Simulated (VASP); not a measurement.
TiSi under changes of volume

One of the cells (14.095 Å³/atom); the others are scaled copies at fixed shape and fractional positions:

```
CELL_PARAMETERS angstrom
3.81107 0.00000 0.00000
0.00000 1.81986 2.03229
0.00000 -1.81986 2.03229
ATOMIC_POSITIONS crystal
Ti 0.00000 0.05083 0.05083
Si 0.50000 0.55067 0.55067
```

The cell comes from a database or a generator and needn't be the stable form of this composition.

| Item | Value |
| --- | --- |
| Program | VASP 6.6.1 |
| Functional | PBEsol |
| Potentials or basis | VASP PAW PBE potentials, release 64 (Ti_sv, Si) |
| Cutoff | 520 eV |
| k mesh | 6 × 8 × 8 |
| Occupations | fermi-dirac, width 0.05 eV |
| Spin | no spin polarisation |

```csv
volume (Å³/atom),energy over the lowest point (meV/atom),pressure (GPa)
13.531,11.26,6.5
13.813,?,?
14.095,0.00,0.0
14.377,2.48,-2.8
14.659,9.67,-5.3
```

Problem. What does the run at 13.813 Å³/atom give?

Solution. Energy over the lowest point 2.75 meV/atom; pressure 3.1 GPa.

Worked out: A Birch-Murnaghan fit of order 2 (a polynomial in V^(-2/3)) to the other rows has its minimum at 14.10 Å³/atom with B0 = V·E''(V) = 148 GPa at fixed shape and positions, which overstates the stiffness. It gives 2.75 meV/atom at 13.813 Å³/atom, against the run's 2.75, and -dE/dV = 3.1 GPa, against 3.1.

Energies are extrapolated to zero smearing.

Caveats: the PAW data sets were made with another functional, which shifts forces and pressure a little.
